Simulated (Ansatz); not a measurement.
# Al: the cost of one run

Method: DFT PBE, scalar-relativistic, plane waves, PAW, in Ansatz 0.2.0.

2 further runs of the same task are left out: 2 set aside as unsound or not needed.

### Step 1. The system as given

Symmetry: Fm-3m, No. 225, cubic system. Conventional cell: a = 4.041 Å, b = 4.041 Å, c = 4.041 Å, α = 90.00°, β = 90.00°, γ = 90.00°. Al (site symmetry m-3m) has 12 Al at 2.86 Å in its first shell of neighbours.

As a file:

```
Al
1.0
     0.00000    2.02073    2.02073
     2.02073    0.00000    2.02073
     2.02073    2.02073    0.00000
Al
1
Direct
  0.00000 0.00000 0.00000
```

This cell was relaxed beforehand with the same method: volume 16.50 Å³/atom, gap on the mesh none (metal).

### Step 2. Building the [111] wire, 6 host atoms a period

The wire is cut from the relaxed crystal, periodic along c with vacuum across. Atoms and period relax; energies count from the bulk, -537.4996 eV an atom.

The cell holds 6 Al: a = 11.500 Å, b = 12.200 Å, c = 7.000 Å, α = 90.00°, β = 90.00°, γ = 90.00°.

### Step 3. Relaxation

Pressure and volume refer to the whole cell with its vacuum; only the period along c may change.

File input.yaml:

```yaml
crystal:
  lattice:
    - [11.5, 0.0, 0.0]
    - [0.0, 12.2, 0.0]
    - [0.0, 0.0, 7.0000085784]
  atoms:
    - { symbol: Al, position: [0.4641322208, 0.5, 0.6666666667] }
    - { symbol: Al, position: [0.6076033377, 0.5, 0.3333333333] }
    - { symbol: Al, position: [0.5358677792, 0.3828794453, 1.0] }
    - { symbol: Al, position: [0.3923966623, 0.6171205547, 0.3333333333] }
    - { symbol: Al, position: [0.5358677792, 0.6171205547, 1.0] }
    - { symbol: Al, position: [0.3923966623, 0.3828794453, 0.3333333333] }
basis:
  ecutwfc: 420
kpoints:
  mp_grid: { grid: [1, 1, 8] }
hamiltonian:
  xc: pbe
scf:
  occupations: { method: gaussian, width: 0.05 }
output:
  forces: true
  stress: true
  eigenvalues: true
  populations: true
  write_density: true
  write_potential: true
  elf: true
  volumetric_format: npy
relax:
  adjacent_minimum: "off"
  f_tol: 0.02
  max_steps: 45
  cell: { fix: [a, b, alpha, beta, gamma], stress_tol: 0.03 }
```

Run with:

```
$ ansatz run input.yaml --threads 4 --pin off --max-ram 11264MiB --backend cpu --events-out ev --progress --plain --runs-dir out
```

**Question.** How long does this run take on 4 threads of Arm Neoverse V2, shared host, and how much memory does it need?

About 23 s, with a peak of 0.91 GiB.
